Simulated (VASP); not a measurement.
# ZrC (Fm-3m) in VASP: notebook

The runs below take ZrC through relaxation of cell and atoms, with PBEsol.

Everything below comes from runs of VASP 6.6.1. Logs are shortened: lines on timing, memory, paths and dates and some standing lists are left out, and cuts for length are marked.

## 1. The structure

Symmetry: Fm-3m, No. 225, cubic system. Conventional cell: a = 4.730 Å, b = 4.730 Å, c = 4.730 Å, α = 90.00°, β = 90.00°, γ = 90.00°. Zr (site symmetry m-3m) has 6 C at 2.37 Å as nearest neighbours. Around C (site symmetry m-3m) lie 6 Zr at 2.37 Å.

## 2. Relaxation of cell and atoms, PBEsol

INCAR

```
PREC = Accurate
ENCUT = 520
EDIFF = 1E-7
ISMEAR = 0
SIGMA = 0.1
LREAL = False
LASPH = True
NELM = 100
ALGO = Normal
ISIF = 3
LWAVE = False
LCHARG = False
GGA = PS
IBRION = 2
NSW = 80
EDIFFG = -0.002
```

KPOINTS

```
regular mesh
0
Gamma
  16 16 16
```

POSCAR

```
ZrC
1.0
    0.0000000000      2.3650000000      2.3650000000
    2.3650000000      0.0000000000      2.3650000000
    2.3650000000      2.3650000000      0.0000000000
Zr C
1 1
Direct
    0.5000000000      0.5000000000      0.5000000000
    0.0000000000      0.0000000000      0.0000000000
```

Potentials or basis: VASP PAW PBE potentials, release 64 (Zr_sv, C).

Command:

```bash
$ cat potpaw_PBE.64/Zr_sv/POTCAR potpaw_PBE.64/C/POTCAR > POTCAR
$ mpirun -np 1 vasp_std > vasp.out
```

OUTCAR:

```text
PREC = Accurate
   ENCUT = 520
   EDIFF = 1E-7
   ISMEAR = 0
   LREAL = False
   LASPH = True
   NELM = 100
   ISIF = 3
   GGA = PS
   IBRION = 2
   NSW = 80
   EDIFFG = -0.002

 ion  position               nearest neighbor table
   1  0.500  0.500  0.500-   2 2.37   2 2.37   2 2.37   2 2.37   2 2.37   2 2.37
   2  0.000  0.000  0.000-   1 2.37   1 2.37   1 2.37   1 2.37   1 2.37   1 2.37

  LATTYP: Found a face centered cubic cell.
 ALAT       =     4.7300000000

  Lattice vectors:

 A1 = (   0.0000000000,   2.3650000000,   2.3650000000)
 A2 = (   2.3650000000,   0.0000000000,   2.3650000000)
 A3 = (   2.3650000000,   2.3650000000,   0.0000000000)

Analysis of symmetry for initial positions (statically):
=====================================================================
 Subroutine PRICEL returns:
 Original cell was already a primitive cell.

 Routine SETGRP: Setting up the symmetry group for a
 face centered cubic supercell.

 Subroutine GETGRP returns: Found 48 space group operations
 (whereof 48 operations were pure point group operations)
 out of a pool of 48 trial point group operations.

The static configuration has the point symmetry O_h .

Analysis of symmetry for dynamics (positions and initial velocities):
=====================================================================
 Subroutine PRICEL returns:
 Original cell was already a primitive cell.

 Routine SETGRP: Setting up the symmetry group for a
 face centered cubic supercell.

 Subroutine GETGRP returns: Found 48 space group operations
 (whereof 48 operations were pure point group operations)
 out of a pool of 48 trial point group operations.

The dynamic configuration has the point symmetry O_h .

 Subroutine INISYM returns: Found 48 space group operations
 (whereof 48 operations are pure point group operations),
 and found     1 'primitive' translations

----------------------------------------------------------------------------------------

                                     Primitive cell

  volume of cell :      26.4560

  direct lattice vectors                    reciprocal lattice vectors
     0.000000000  2.365000000  2.365000000    -0.211416490  0.211416490  0.211416490
     2.365000000  0.000000000  2.365000000     0.211416490 -0.211416490  0.211416490
     2.365000000  2.365000000  0.000000000     0.211416490  0.211416490 -0.211416490

  length of vectors
     3.344615075  3.344615075  3.344615075     0.366184103  0.366184103  0.366184103

  position of ions in fractional coordinates (direct lattice)
     0.500000000  0.500000000  0.500000000
     0.000000000  0.000000000  0.000000000

  ion indices of the primitive-cell ions
[... 92 lines left out ...]
   IALGO  =     38    algorithm
   IMIX   =      4    mixing-type and parameters
     AMIX     =   0.40;   BMIX     =  1.00
     AMIX_MAG =   1.60;   BMIX_MAG =  1.00
  volume/ion in A,a.u.               =      13.23        89.27
  Fermi-wavevector in a.u.,A,eV,Ry     =   1.384439  2.616209 26.077880  1.916670
  Thomas-Fermi vector in A             =   2.508943
   LORBIT       =      0    0 simple, 1 ext, 2 COOP (PROOUT), +10 PAW based schemes
   GGA     = PS    functional components
   LHFCALC =     F    Hartree Fock is set to
   AEXX    =    0.0000 exact exchange contribution
   IVDW    =     0    specifies the selected vdW correction
   LEPSILON=     F    determine dielectric tensor
   LRPA    =     F    only Hartree local field effects (RPA)
 conjugate gradient relaxation of ions
 non-spin polarized calculation
 Gauss-broadening in eV      SIGMA  =   0.10
  energy-cutoff  :      520.00
  volume of cell :       26.46
 maximum number of plane-waves:       728
 NGX is ok and might be reduce to    28
   NGX = 13   NGY = 13   NGZ = 13

--------------------------------------- Ionic step        1  -------------------------------------------

 number of electron      16.0000000 magnetization

 Free energy of the ion-electron system (eV)
  ---------------------------------------------------
  ext. energy  EPLUGINS =         0.00000000
  ---------------------------------------------------
  free energy    TOTEN  =       -20.54849723 eV

  energy without entropy =      -20.54652399  energy(sigma->0) =      -20.54751061

------------------------ aborting loop because EDIFF is reached ----------------------------------------

  FORCE on cell =-STRESS in cart. coord.  units (eV):
  Direction    XX          YY          ZZ          XY          YZ          ZX
  --------------------------------------------------------------------------------------
  -------------------------------------------------------------------------------------
  Total       -1.3494371     -1.3494371     -1.3494371     -0.0000000      0.0000000     -0.0000000
  in kB      -81.7221545    -81.7221545    -81.7221545     -0.0000000      0.0000000     -0.0000000
  external PRESSURE =     -81.7221545 kB  Pullay stress =       0.0000000 kB
[... 23 lines left out ...]
--------------------------------------- Ionic step        2  -------------------------------------------

 number of electron      16.0000000 magnetization

 E-fermi :  10.4375     XC(G=0): -12.6812

 val. band max:       10.4191599665   @ k =   0.3750   0.3125   0.0000
 cond. band min:      10.5373291586   @ k =   0.4375   0.4375   0.0000
 fundamental gap:      0.1181691921
 Fermi energy:        10.4374677708

 k-point     1 :       0.0000    0.0000    0.0000
  band No.  band energies     occupation
      1     -37.2275      2.00000
      2     -14.9036      2.00000
      3     -14.9036      2.00000
      4     -14.9036      2.00000
      5      -1.1066      2.00000
      6      11.4167      0.00000
      7      11.4167      0.00000
      8      11.4167      0.00000
      9      11.5213      0.00000
     10      11.5213      0.00000
     11      11.5213      0.00000
     12      13.4840      0.00000
[... 416 lines left out ...]
--------------------------------------- Ionic step        4  -------------------------------------------

 number of electron      16.0000000 magnetization

 Free energy of the ion-electron system (eV)
  ---------------------------------------------------
  ext. energy  EPLUGINS =         0.00000000
  ---------------------------------------------------
  free energy    TOTEN  =       -20.57417598 eV

  energy without entropy =      -20.57242225  energy(sigma->0) =      -20.57329911

 E-fermi :   9.6937     XC(G=0): -12.3727

 val. band max:        9.6677878588   @ k =   0.3750   0.3125   0.0000
 cond. band min:       9.7329220581   @ k =   0.4375   0.4375   0.0000
 fundamental gap:      0.0651341993
 Fermi energy:         9.6937115834

 k-point     1 :       0.0000    0.0000    0.0000
  band No.  band energies     occupation
      1     -38.1916      2.00000
      2     -15.9199      2.00000
      3     -15.9199      2.00000
      4     -15.9199      2.00000
      5      -1.6371      2.00000
      6      10.6660      0.00000
      7      10.6660      0.00000
      8      10.6660      0.00000
      9      10.7730      0.00000
     10      10.7730      0.00000
     11      10.7730      0.00000
     12      12.5700      0.00000
[... 374 lines left out ...]
  FREE ENERGIE OF THE ION-ELECTRON SYSTEM (eV)
  ---------------------------------------------------
  free  energy   TOTEN  =       -20.5741759759 eV

  energy  without entropy=      -20.5724222451  energy(sigma->0) =      -20.57329911

 reached required accuracy - stopping structural energy minimisation
```

It took 2.3 min on 1 thread of Intel Xeon Platinum 8488C (Sapphire Rapids), shared host; peak memory 0.2 GiB.

Results:

```yaml
Free_energy: -20.5742 eV
Relaxed_volume: 12.74 Å³/atom
Relaxed_cell: a = 3.303 Å, b = 3.303 Å, c = 3.303 Å, α = 60.00°, β = 60.00°, γ = 60.00°
Space_group_after_relaxing_to_0.05_Å: Fm-3m (No. 225)
Energy_gained_by_relaxing: 12.8 meV/atom
Ionic_steps: 4
Pressure_after_relaxing: 0.0 GPa
Band_gap_on_the_k_mesh: none (metal or under the smearing width)
```

The path:
| step | energy change (eV) | largest force (eV/Å) | pressure (GPa) | volume (Å³) |
| --- | --- | --- | --- | --- |
| 1 | 0.0000 | 0.0000 | -8.17 | 26.46 |
| 2 | 0.0487 | 0.0000 | 16.44 | 23.96 |
| 3 | -0.0257 | 0.0000 | -0.15 | 25.50 |
| 4 | -0.0257 | 0.0000 | 0.01 | 25.48 |

Final structure:
```
CELL_PARAMETERS angstrom
0.00000 2.33554 2.33554
2.33554 0.00000 2.33554
2.33554 2.33554 0.00000
ATOMIC_POSITIONS crystal
Zr 0.50000 0.50000 0.50000
C 0.00000 0.00000 0.00000
```

Caveat: the PAW data sets were made with another functional, which shifts forces and pressure a little.

## 3. Relaxation of cell and atoms, PBEsol

This run uses another cell than the first one, of 12.74 Å³/atom, 0.963 times its volume.

INCAR is that of step 2.

KPOINTS is that of step 2.

POSCAR

```
ZrC                                     
1.0
   -0.0000000000      2.3355442868      2.3355442868
    2.3355442868      0.0000000000      2.3355442868
    2.3355442868      2.3355442868     -0.0000000000
  Zr              C             
     1     1
Direct
     0.5000000000000000    0.5000000000000000    0.5000000000000000
     1.0000000000000000    1.0000000000000000    0.0000000000000000
```

Potentials or basis: VASP PAW PBE potentials, release 64 (Zr_sv, C).

Command:

```bash
$ cat potpaw_PBE.64/Zr_sv/POTCAR potpaw_PBE.64/C/POTCAR > POTCAR
$ mpirun -np 1 vasp_std > vasp.out
```

Run time: 78 s. Hardware: 1 thread of Intel Xeon Platinum 8488C (Sapphire Rapids), shared host; peak memory 0.19 GiB.

The run converged. Its results:

```yaml
Free_energy: -20.5735 eV
Relaxed_volume: 12.74 Å³/atom
Relaxed_cell: a = 3.303 Å, b = 3.303 Å, c = 3.303 Å, α = 60.00°, β = 60.00°, γ = 60.00°
Space_group_after_relaxing_to_0.05_Å: Fm-3m (No. 225)
Energy_gained_by_relaxing: 0.0 meV/atom
Ionic_steps: 3
Pressure_after_relaxing: 0.0 GPa
Band_gap_on_the_k_mesh: none (metal or under the smearing width)
```

Final structure:
```
Zr C
1.0
     0.00000    2.33564    2.33564
     2.33564    0.00000    2.33564
     2.33564    2.33564    0.00000
Zr C
1 1
Cartesian
  2.3356 2.3356 2.3356
  0.0000 0.0000 0.0000
```

Levels at points of the mesh, in eV from the Fermi level:
| k point | band 5 | band 6 | band 7 | band 8 | band 9 | band 10 | band 11 | band 12 |
| --- | --- | --- | --- | --- | --- | --- | --- | --- |
| (0.00, 0.00, 0.00) | -11.33 | 0.97 | 0.97 | 0.97 | 1.08 | 1.08 | 1.08 | 2.88 |
| (0.50, 0.00, 0.00) | -8.11 | -5.39 | -2.99 | -2.99 | 4.62 | 4.62 | 5.47 | 6.57 |
| (0.50, 0.50, 0.00) | -10.16 | -2.02 | -1.86 | 0.11 | 0.11 | 4.58 | 5.83 | 5.83 |

Caveat: the PAW data sets were made with another functional, which shifts forces and pressure a little.
